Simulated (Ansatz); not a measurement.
## LiCl and its competing phases

These are results of Ansatz 0.2.0, DFT PBE, scalar-relativistic, plane waves, PAW, not measurements. All cells share a 420 eV cutoff and Γ-centred k meshes spaced at most about 0.3 Å⁻¹ (2π included). No spin polarisation.

Formation energies are uncorrected and refer to the elements' standard structures at the same level (Cl₂ as a molecule).

All energies are static (0 K, no zero-point motion).

The competitors are the elements and 1 reference phase of this chemical system (from databases or known types: LiCl), relaxed at the same level; other known phases may be missing.

The candidate was reached from: 4-connected net, two elements spread over the vertices, changed on relaxing.

```cif
data_structure
_symmetry_space_group_name_H-M 'R3m:H'
_symmetry_Int_Tables_number 160
_cell_length_a 3.9180
_cell_length_b 3.9180
_cell_length_c 28.4119
_cell_angle_alpha 90.000
_cell_angle_beta 90.000
_cell_angle_gamma 120.000
_cell_volume 377.71
loop_
_atom_site_label
_atom_site_type_symbol
_atom_site_symmetry_multiplicity
_atom_site_Wyckoff_symbol
_atom_site_fract_x
_atom_site_fract_y
_atom_site_fract_z
_atom_site_occupancy
Li1 Li 3 a 0.66667 0.33333 0.04800 1
Li2 Li 3 a 0.66667 0.33333 0.26970 1
Li3 Li 3 a 0.33333 0.66667 0.15889 1
Cl1 Cl 3 a 0.66667 0.33333 0.18566 1
Cl2 Cl 3 a 0.33333 0.66667 0.07481 1
Cl3 Cl 3 a 0.33333 0.66667 0.29694 1
```

Q: Where does it stand against these competitors?

A: Too close to call. Its formation energy is -1.876 eV/atom. The lowest competing phase at this composition is this:

| phase | space group | source | share of atoms | ΔE_f (eV/atom) |
| --- | --- | --- | --- | --- |
| LiCl | P6_3mc (No. 186) | Materials Project | 1.0000 | -1.878 |

The candidate lies level with this phase within the noise. The candidate matches no cell in the subsets of the Crystallography Open Database and the Materials Project at hand. Checks: no imaginary mode on a 2×2×1 q mesh. The Crystallography Open Database lists this formula in another space group (No. 225).
